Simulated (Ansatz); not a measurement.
What moves the gap on the k mesh of NaI?

```yaml
crystal:
  lattice:
    - [0.00000, 3.23640, 3.23640]
    - [3.23640, 0.00000, 3.23640]
    - [3.23640, 3.23640, 0.00000]
  atoms:
    - { symbol: Na, position: [0.00000, 0.00000, 0.00000] }
    - { symbol: I, position: [0.50000, 0.50000, 0.50000] }
```

Atoms are numbered in the order listed.

The cell is COD entry 9008681, as deposited and not checked against the literature; nothing was relaxed.

The calculation used Ansatz 0.2.0, DFT, PBE, all-electron LAPW, scalar-relativistic.

Sampling and basis: a Γ-centred 8×8×8 k mesh, Fermi–Dirac smearing of 0.02 eV, basis error target 1 meV/atom, no spin polarisation.

Spin–orbit coupling is off unless a change turns it on.

Spin–orbit coupling changes the gaps of such heavy atoms strongly.

In this reference run the gap on the k mesh is 3.64 eV. Each change below is made alone, on the same k mesh, with fractional coordinates held unless an atom is moved; x, y and z are the Cartesian axes.

(1) One change shifts the gap on the k mesh by -0.13 eV. Which?
A. xy engineering shear strain of +2 %
B. volume scaled by 0.9405
C. functional pbesol
D. no relativity
E. volume scaled by 0.98
F. atom 2 (I) moved by (0.0000, 0.0000, 0.2000) Å

## Answers

(1) C. The others give: no relativity, +0.59 eV; volume scaled by 0.9405, +0.17 eV; xy engineering shear strain of +2 %, -0.05 eV; atom 2 (I) moved by (0.0000, 0.0000, 0.2000) Å, +0.01 eV; volume scaled by 0.98, +0.05 eV.
